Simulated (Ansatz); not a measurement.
## Ag under changes of volume

One of the cells (17.048 Å³/atom); the others are scaled copies at fixed shape and fractional positions:

```xyz
1
Lattice="0.0000 2.0427 2.0427 2.0427 0.0000 2.0427 2.0427 2.0427 0.0000" Properties=species:S:1:pos:R:3 pbc="T T T"
Ag    0.0000    0.0000    0.0000
```

```yaml
Program: Ansatz 0.2.0
Functional: PBEsol
Dispersion: D4
Potentials_or_basis: all-electron LAPW, relativistic spinors
Cutoff: 240 eV (chosen from the basis error)
Basis_error_allowed: 0.001 eV/atom
k_mesh: 8 × 8 × 8
Occupations: methfessel-paxton, width 0.1 eV
Spin: spin-orbit coupling, no magnetisation
```

```csv
volume (Å³/atom),energy over the lowest point (meV/atom),pressure (GPa)
16.025,?,?
16.366,0.00,-0.4
16.707,3.57,-2.9
17.048,12.11,-5.1
17.389,24.97,-7.0
17.730,41.58,-8.6
18.071,61.45,-10.0
```

**Question.** What does the run at 16.025 Å³/atom give?

**Answer.** Energy over the lowest point 2.13 meV/atom; pressure 2.5 GPa.

Worked out: A Birch-Murnaghan fit of order 3 (a polynomial in V^(-2/3)) to the other rows has its minimum at 16.32 Å³/atom, just outside them, with B0 = V·E''(V) = 131 GPa and B' = 5.6. It gives 2.13 meV/atom at 16.025 Å³/atom, against the run's 2.13, and -dE/dV = 2.5 GPa, against 2.5.

Energies are extrapolated to zero smearing.

Caveats: the k mesh is thin for a metal, which can move the energy by tens of meV per atom; pairwise dispersion overbinds metals, which lowers pressure and volume.
